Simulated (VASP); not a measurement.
Input of a VASP 6.6.1 run:

The input POSCAR:

```
Ag
1.0
    0.0000000000      2.0426500000      2.0426500000
    2.0426500000      0.0000000000      2.0426500000
    2.0426500000      2.0426500000      0.0000000000
Ag
1
Direct
    0.0000000000      0.0000000000      0.0000000000
```

INCAR.step1

```
SYSTEM = Ag
PREC = Accurate
ENCUT = 520
EDIFF = 1E-5
ISMEAR = -1
SIGMA = 0.05
LREAL = .FALSE.
LASPH = .TRUE.
NELM = 60
ALGO = Normal
ISIF = 2
LWAVE = .TRUE.
LCHARG = .FALSE.
MAGMOM = 0 0 0
LORBIT = 11
LSORBIT = .TRUE.
GGA_COMPAT = .FALSE.
LMAXMIX = 4
NBANDS = 22
KPAR = 8
GGA = PE
```

Contents of INCAR.step2:

```
SYSTEM = Ag
PREC = Accurate
ENCUT = 520
EDIFF = 1E-7
ISMEAR = -1
SIGMA = 0.05
LREAL = .FALSE.
LASPH = .TRUE.
NELM = 60
ALGO = Normal
ISIF = 2
LWAVE = .FALSE.
LCHARG = .FALSE.
MAGMOM = 0 0 0
LORBIT = 11
LSORBIT = .TRUE.
GGA_COMPAT = .FALSE.
LMAXMIX = 4
GGA = PE
LHFCALC = .TRUE.
HFSCREEN = 0.2
PRECFOCK = Normal
NBANDS = 22
KPAR = 8
ISTART = 1
```

The input KPOINTS:

```
regular mesh
0
G
  10 10 10
  0 0 0
```

KPOINTS_OPT

```
explicit points
21
Reciprocal
 0.0000000000  0.0000000000  0.0000000000 1
 0.0500000000  0.0500000000  0.0500000000 1
 0.1000000000  0.1000000000  0.1000000000 1
 0.1500000000  0.1500000000  0.1500000000 1
 0.2000000000  0.2000000000  0.2000000000 1
 0.2500000000  0.2500000000  0.2500000000 1
 0.3000000000  0.3000000000  0.3000000000 1
 0.3500000000  0.3500000000  0.3500000000 1
 0.4000000000  0.4000000000  0.4000000000 1
 0.4500000000  0.4500000000  0.4500000000 1
 0.5000000000  0.5000000000  0.5000000000 1
 0.0500000000  0.0500000000  0.0000000000 1
 0.1000000000  0.1000000000  0.0000000000 1
 0.1500000000  0.1500000000  0.0000000000 1
 0.2000000000  0.2000000000  0.0000000000 1
 0.2500000000  0.2500000000  0.0000000000 1
 0.3000000000  0.3000000000  0.0000000000 1
 0.3500000000  0.3500000000  0.0000000000 1
 0.4000000000  0.4000000000  0.0000000000 1
 0.4500000000  0.4500000000  0.0000000000 1
 0.5000000000  0.5000000000  0.0000000000 1
```

Potentials or basis: VASP PAW PBE potentials, release 64 (Ag).

Run with:

```console
$ cat potpaw_PBE.64/Ag/POTCAR > POTCAR
$ cp INCAR.step1 INCAR
$ mpirun -np 8 vasp_ncl > vasp.out
$ cp INCAR.step2 INCAR
$ mpirun -np 8 vasp_ncl > vasp.out
```

(1) Estimate the pressure.

(2) Predict the net moment.

Answers

(1) 4.1 GPa.

(2) 0.00 μB per cell.

Caveat: the PAW data sets were made with another functional, which shifts forces and pressure a little.
